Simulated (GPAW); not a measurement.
# PbSe (Pm-3m) in GPAW: equation of state with r2SCAN

Aim: the equation of state of PbSe with r2SCAN.

Everything below comes from runs of GPAW 26.7.0. Logs are shortened: lines on timing, memory, paths and dates and some standing lists are left out, and cuts for length are marked. The log counts tension as positive stress, the text compression.

### Step 1. The crystal as given

Symmetry: Pm-3m, No. 221, cubic system. The conventional cell has a = 3.784 Å, b = 3.784 Å, c = 3.784 Å, α = 90.00°, β = 90.00°, γ = 90.00°. Pb (site symmetry m-3m) has 8 Se at 3.28 Å as nearest neighbours. Around Se (site symmetry m-3m) lie 8 Pb at 3.28 Å.

Measurements of this composition are mostly on another form, of space group No. 225.

### Step 2. Equation of state, r2SCAN

run.py

```python
from ase.eos import EquationOfState
from ase.io import Trajectory, read
from ase.units import GPa
from gpaw import GPAW, PW

atoms = read('PbSe.cif')

traj = Trajectory('eos.traj', 'w')
volumes, energies = [], []
for x in [0.94, 0.96, 0.98, 1.0, 1.02, 1.04, 1.06]:
    a = atoms.copy()
    a.set_cell(atoms.cell * x**(1 / 3), scale_atoms=True)
    calc = GPAW(mode=PW(600),
                xc='MGGA_X_R2SCAN+MGGA_C_R2SCAN',
                kpts={'size': (7, 7, 7), 'gamma': True},
                occupations={'name': 'fermi-dirac', 'width': 0.05},
                nbands=19,
                convergence={'density': 1e-05, 'energy': 1e-05},
                maxiter=150,
                txt=f'eos-{x:.2f}.txt')
    a.calc = calc
    energies.append(a.get_potential_energy(force_consistent=True))
    volumes.append(a.get_volume())
    p = -a.get_stress()[:3].mean() / GPa
    calc.write(f'eos-{x:.2f}.gpw')
    traj.write(a)
    print(f'{x:.2f} {volumes[-1]:10.4f} A^3 {energies[-1]:14.6f} eV {p:9.3f} GPa', flush=True)

v0, e0, B = EquationOfState(volumes, energies, eos='birchmurnaghan').fit()
print(f'V0 = {v0:.4f} A^3, E0 = {e0:.6f} eV, B0 = {B / GPa:.2f} GPa')
```

PbSe.cif

```cif
data_PbSe
_cell_length_a 3.78432200
_cell_length_b 3.78432200
_cell_length_c 3.78432200
_cell_angle_alpha 90.00000000
_cell_angle_beta 90.00000000
_cell_angle_gamma 90.00000000
_space_group_name_H-M_alt 'Pm-3m'
_space_group_name_Hall '-P 4 2 3'
_space_group_IT_number 221
loop_
_space_group_symop_operation_xyz
'x,y,z'
'-x,-y,-z'
'-y,x,z'
'y,-x,-z'
'-x,-y,z'
'x,y,-z'
'y,-x,z'
'-y,x,-z'
'x,-y,-z'
'-x,y,z'
'-y,-x,-z'
'y,x,z'
'-x,y,-z'
'x,-y,z'
'y,x,-z'
'-y,-x,z'
'z,x,y'
'-z,-x,-y'
'z,-y,x'
'-z,y,-x'
'z,-x,-y'
'-z,x,y'
'z,y,-x'
'-z,-y,x'
'-z,x,-y'
'z,-x,y'
'-z,-y,-x'
'z,y,x'
'-z,-x,y'
'z,x,-y'
'-z,y,x'
'z,-y,-x'
'y,z,x'
'-y,-z,-x'
'x,z,-y'
'-x,-z,y'
'-y,z,-x'
'y,-z,x'
'-x,z,y'
'x,-z,-y'
'-y,-z,x'
'y,z,-x'
'-x,-z,-y'
'x,z,y'
'y,-z,-x'
'-y,z,x'
'x,-z,y'
'-x,z,-y'
loop_
_atom_site_label
_atom_site_type_symbol
_atom_site_symmetry_multiplicity
_atom_site_Wyckoff_symbol
_atom_site_fract_x
_atom_site_fract_y
_atom_site_fract_z
_atom_site_occupancy
Pb1 Pb 1 a 0.0000000000 0.0000000000 0.0000000000 1
Se1 Se 1 b 0.5000000000 0.5000000000 0.5000000000 1
```

Potentials or basis: GPAW PAW data sets (gpaw-data 1.2.1), pw.

On the command line:

```sh
OMP_NUM_THREADS=1 python run.py
```

The log of the run:

```text
__  _  _
 | _ |_)|_||  |
 |__||  | ||/\| - 26.7.0

Input parameters:
  mode=PW(ecut=600.0),
  convergence={'density': 1e-05, 'energy': 1e-05},
  kpts=MonkhorstPack(size=(7, 7, 7), gamma=True),
  maxiter=150,
  nbands=19,
  occupations=Occupations(name='fermi-dirac', width=0.05),
  xc=XC(name='MGGA_X_R2SCAN+MGGA_C_R2SCAN')

Diagonalizing LCAO Hamiltonian
Converting LCAO to pw mode
   .--------.
  /|        |
 * |        |
 | |   Se   |
 | |        |
 | .--------.
 |/        /
 Pb-------*

Atoms  # Å, Bohr magnetons
|   | symbol |        x |        y |        z |    initial magnetic moments |
|---|--------|----------|----------|----------|-----------------------------|
| 0 |     Pb | 0.000000 | 0.000000 | 0.000000 | ( 0.0000,  0.0000,  0.0000) |
| 1 |     Se | 1.853535 | 1.853535 | 1.853535 | ( 0.0000,  0.0000,  0.0000) |

Unit cell  # Å
| periodic |        x |        y |        z |  lengths |    angles |
|----------|----------|----------|----------|----------|-----------|
|      yes | 3.707069 | 0.000000 | 0.000000 | 3.707069 | 90.000000 |
|      yes | 0.000000 | 3.707069 | 0.000000 | 3.707069 | 90.000000 |
|      yes | 0.000000 | 0.000000 | 3.707069 | 3.707069 | 90.000000 |

Number of symmetries: 48
Symmetry operations  # r_c * U_cc + t_c -> r_c
|    | kind |            matrix            |
|----|------|------------------------------|
|  0 |  E   |  1, 0, 0,  0, 1, 0,  0, 0, 1 |
|  1 |  σ   |  1, 0, 0,  0, 1, 0,  0, 0,-1 |
|  2 |  σ   |  1, 0, 0,  0, 0, 1,  0, 1, 0 |
|  3 |  C4  |  1, 0, 0,  0, 0, 1,  0,-1, 0 |
|  4 |  C4  |  1, 0, 0,  0, 0,-1,  0, 1, 0 |
|  5 |  σ   |  1, 0, 0,  0, 0,-1,  0,-1, 0 |
|  6 |  σ   |  1, 0, 0,  0,-1, 0,  0, 0, 1 |
|  7 |  C2  |  1, 0, 0,  0,-1, 0,  0, 0,-1 |
|  8 |  σ   |  0, 1, 0,  1, 0, 0,  0, 0, 1 |
|  9 |  C2  |  0, 1, 0,  1, 0, 0,  0, 0,-1 |
| 10 |  C3  |  0, 1, 0,  0, 0, 1,  1, 0, 0 |
| 11 |  S6  |  0, 1, 0,  0, 0, 1, -1, 0, 0 |
| 12 |  S6  |  0, 1, 0,  0, 0,-1,  1, 0, 0 |
| 13 |  C3  |  0, 1, 0,  0, 0,-1, -1, 0, 0 |
| 14 |  C4  |  0, 1, 0, -1, 0, 0,  0, 0, 1 |
| 15 |  S4  |  0, 1, 0, -1, 0, 0,  0, 0,-1 |
| 16 |  C3  |  0, 0, 1,  1, 0, 0,  0, 1, 0 |
| 17 |  S6  |  0, 0, 1,  1, 0, 0,  0,-1, 0 |
| 18 |  σ   |  0, 0, 1,  0, 1, 0,  1, 0, 0 |
| 19 |  C4  |  0, 0, 1,  0, 1, 0, -1, 0, 0 |
| 20 |  C2  |  0, 0, 1,  0,-1, 0,  1, 0, 0 |
| 21 |  S4  |  0, 0, 1,  0,-1, 0, -1, 0, 0 |
| 22 |  S6  |  0, 0, 1, -1, 0, 0,  0, 1, 0 |
| 23 |  C3  |  0, 0, 1, -1, 0, 0,  0,-1, 0 |
| 24 |  S6  |  0, 0,-1,  1, 0, 0,  0, 1, 0 |
| 25 |  C3  |  0, 0,-1,  1, 0, 0,  0,-1, 0 |
| 26 |  C4  |  0, 0,-1,  0, 1, 0,  1, 0, 0 |
| 27 |  σ   |  0, 0,-1,  0, 1, 0, -1, 0, 0 |
| 28 |  S4  |  0, 0,-1,  0,-1, 0,  1, 0, 0 |
| 29 |  C2  |  0, 0,-1,  0,-1, 0, -1, 0, 0 |
| 30 |  C3  |  0, 0,-1, -1, 0, 0,  0, 1, 0 |
| 31 |  S6  |  0, 0,-1, -1, 0, 0,  0,-1, 0 |
| 32 |  C4  |  0,-1, 0,  1, 0, 0,  0, 0, 1 |
| 33 |  S4  |  0,-1, 0,  1, 0, 0,  0, 0,-1 |
| 34 |  S6  |  0,-1, 0,  0, 0, 1,  1, 0, 0 |
| 35 |  C3  |  0,-1, 0,  0, 0, 1, -1, 0, 0 |
| 36 |  C3  |  0,-1, 0,  0, 0,-1,  1, 0, 0 |
| 37 |  S6  |  0,-1, 0,  0, 0,-1, -1, 0, 0 |
| 38 |  σ   |  0,-1, 0, -1, 0, 0,  0, 0, 1 |
| 39 |  C2  |  0,-1, 0, -1, 0, 0,  0, 0,-1 |
| 40 |  σ   | -1, 0, 0,  0, 1, 0,  0, 0, 1 |
| 41 |  C2  | -1, 0, 0,  0, 1, 0,  0, 0,-1 |
| 42 |  C2  | -1, 0, 0,  0, 0, 1,  0, 1, 0 |
| 43 |  S4  | -1, 0, 0,  0, 0, 1,  0,-1, 0 |
| 44 |  S4  | -1, 0, 0,  0, 0,-1,  0, 1, 0 |
| 45 |  C2  | -1, 0, 0,  0, 0,-1,  0,-1, 0 |
| 46 |  C2  | -1, 0, 0,  0,-1, 0,  0, 0, 1 |
| 47 |  i   | -1, 0, 0,  0,-1, 0,  0, 0,-1 |

BZ-sampling:
  Number of BZ points: 343
  Number of IBZ points: 20

  Monkhorst-Pack size: [7, 7, 7]
  Monkhorst-Pack shift: [0, 0, 0]

K-points  # in reciprocal-cell coordinates
|     |                                coordinates |     weight |
|-----|--------------------------------------------|------------|
|   0 | (  0.00000000,   0.00000000,   0.00000000) | 0.00291545 |
|   1 | (  0.14285714,   0.00000000,   0.00000000) | 0.01749271 |
|   2 | (  0.14285714,   0.14285714,   0.00000000) | 0.03498542 |
|   3 | (  0.14285714,   0.14285714,   0.14285714) | 0.02332362 |
|   4 | (  0.28571429,   0.00000000,   0.00000000) | 0.01749271 |
|   5 | (  0.28571429,   0.14285714,   0.00000000) | 0.06997085 |
|   6 | (  0.28571429,   0.14285714,   0.14285714) | 0.06997085 |
|   7 | (  0.28571429,   0.28571429,   0.00000000) | 0.03498542 |
|   8 | (  0.28571429,   0.28571429,   0.14285714) | 0.06997085 |
|   9 | (  0.28571429,   0.28571429,   0.28571429) | 0.02332362 |
| ... |                                            |            |
|  19 | (  0.42857143,   0.42857143,   0.42857143) | 0.02332362 |

Plane wave coefficients: 1743
Cutoff: 600.0 eV

Spin-components: 1 (collinear spins)
Bands:           19
Projectors:      11
Spin-degeneracy: 2
Datatype:        complex128

Parallelization:
  kpt:    1
  domain: 1
  band:   1

Density:
  Valence electrons: 20.0
  Components: 1
  Grid points: [21 21 21]
  Charge: 0.0  # |e|

Potential:
  Grid points: [21 21 21]

species:
  Pb:
    name:    Lead
    Z:       82.0
    valence: 14
    core:    68
    charge:  0.0  # [|e|]
    compensation charges:
      type: gauss
      rc: 0.38  # [Å]
      lmax: 2
    cutoffs:
      filter: 2.36  # [Å]
      core: 2.43  # [Å]
    projectors
    | kind |    occ | energy [eV] | rcut [Å] |
    |------|--------|-------------|----------|
    |   6s |  2.000 |     -11.969 |    1.259 |
    |   6p |  2.000 |      -3.506 |    1.275 |
    |   5d | 10.000 |     -21.211 |    1.217 |
    |    s |        |      15.243 |    1.259 |
    |    p |        |      23.705 |    1.275 |
    |    d |        |       6.001 |    1.217 |

    Using partial waves for Pb as LCAO basis

  Se:
    name:    Selenium
    Z:       34.0
    valence: 6
    core:    28
    charge:  0.0  # [|e|]
    compensation charges:
      type: gauss
      rc: 0.27  # [Å]
      lmax: 2
    cutoffs:
      filter: 1.77  # [Å]
      core: 2.67  # [Å]
    projectors
    | kind |    occ | energy [eV] | rcut [Å] |
    |------|--------|-------------|----------|
    |   4s |  2.000 |     -17.277 |    0.847 |
    |   4p |  4.000 |      -6.512 |    1.005 |
    |    s |        |       9.935 |    0.847 |
    |    p |        |      20.699 |    1.005 |
    |    d |        |       0.000 |    0.847 |

    Using partial waves for Se as LCAO basis

Reference energy: -633377.995495  # eV

eigensolver:
  PPCG
  Converge bands: occupied
  niter=2

density mixing:
  MSR1-Mixer
  Pratt-step length: 0.05
  Maximum mixing coefficient: 0.75
  Old densities: 10
  SVD Regularization: 0.005
  Good broyden scale: 1.0
  Trust region scale: 1.0
  Backstep threshold: 4.0
  History deletion threshold: 6.0
  Fourier metric: weight=20.0, sigma=0.015

occupation numbers:
  Fermi-Dirac:
    width: 0.0500  # eV

poisson solver:
  ecut: 4800.0  # eV

xc functional:
  name: MGGA_X_R2SCAN+MGGA_C_R2SCAN with 2 nearest neighbor stencil

convergence criteria:
[... 6 lines left out ...]
|iter     | |      energy | eigst |  dens |
|---------|-|-------------|-------|-------|
|iter:   1| |  -37.895841 | -0.14 |       |
|iter:   2| |  -34.302761 | -1.01 | -1.20 |
|iter:   3| |-8009416.614603 | +6.20 | -1.19 |
|iter:   4| |   -0.035857 | +1.55 | +2.35 |
|iter:   5| |  -34.137036 | +1.22 | -0.36 |
|iter:   6| |  -34.006669 | -0.86 | -1.35 |
|iter:   7| |  -34.007507 | -2.23 | -1.61 |
|iter:   8| |  -34.012373 | -2.93 | -2.07 |
|iter:   9| |  -34.013955 | -3.45 | -2.48 |
|iter:  10| |  -34.014155 | -4.17 | -3.02 |
|iter:  11| |  -34.014154c| -5.73 | -3.56 |
|iter:  12| |  -34.014156c| -6.63 | -4.12 |
|iter:  13| |  -34.014155c| -7.88c| -4.83 |
|iter:  14| |  -34.014156c| -8.23c| -5.08c|

Converged in 14 steps
Energy contributions relative to reference atoms: (reference = -633377.995495)

Energy contributions:
  Kinetic:          27.737630
  Coulomb:         -26.386830
  Zero:             -0.124778
  External:          0.000000
  Xc:              -35.235209
  Entropy:          -0.009938
  Spinorbit:         0.000000
  ----------------------------
  Free energy:     -34.019124
  Extrapolated:    -34.014156

dipole moment: (-15.632244, -15.632244, -15.632244)  # |e|*Ang

Fermi level: 7.006
Eigenvalues  # (at kpt = [0.000, 0.000, 0.000])
| band index |      eig [eV] | occ [0-2] |
|------------|---------------|-----------|
|          0 |       -10.592 |     2.000 |
|        ... |               |           |
|          2 |       -10.418 |     2.000 |
|          3 |       -10.418 |     2.000 |
|          4 |       -10.418 |     2.000 |
|          5 |        -7.079 |     2.000 |
|          6 |         0.090 |     2.000 |
|          7 |         5.277 |     2.000 |
[... 9 lines left out ...]
|         17 |        20.686 |     0.000 |
|         18 |        20.686 |     0.000 |

No gap
No difference between direct/indirect transitions

Stress tensor  # eV/Ang^3
|         x |         y |         z |
|-----------|-----------|-----------|
| -0.014420 |  0.000000 |  0.000000 |
|  0.000000 | -0.014420 |  0.000000 |
|  0.000000 |  0.000000 | -0.014420 |

# Writing to eos-0.94.gpw (mode='')
```

Wall time 7.3 min (1 thread of Arm Neoverse V1, shared host); peak memory 1 GiB.

Results:

| Quantity | Value |
| --- | --- |
| Equilibrium volume | 26.61 Å³/atom (rough: see the caveat) |
| Bulk modulus | 50 GPa (rough) |

Energy against volume, from the lowest point:
| volume (Å³/atom) | energy (meV/atom) |
| --- | --- |
| 25.472 | 8.09 |
| 26.014 | 2.07 |
| 26.556 | 0.00 |
| 27.098 | 1.36 |
| 27.640 | 5.94 |
| 28.182 | 13.47 |
| 28.724 | 23.76 |

Caveat: the points scatter about the fit; the PAW data sets were made with another functional, which shifts forces and pressure a little. Spin-orbit coupling is left out, which matters for the levels of Pb.
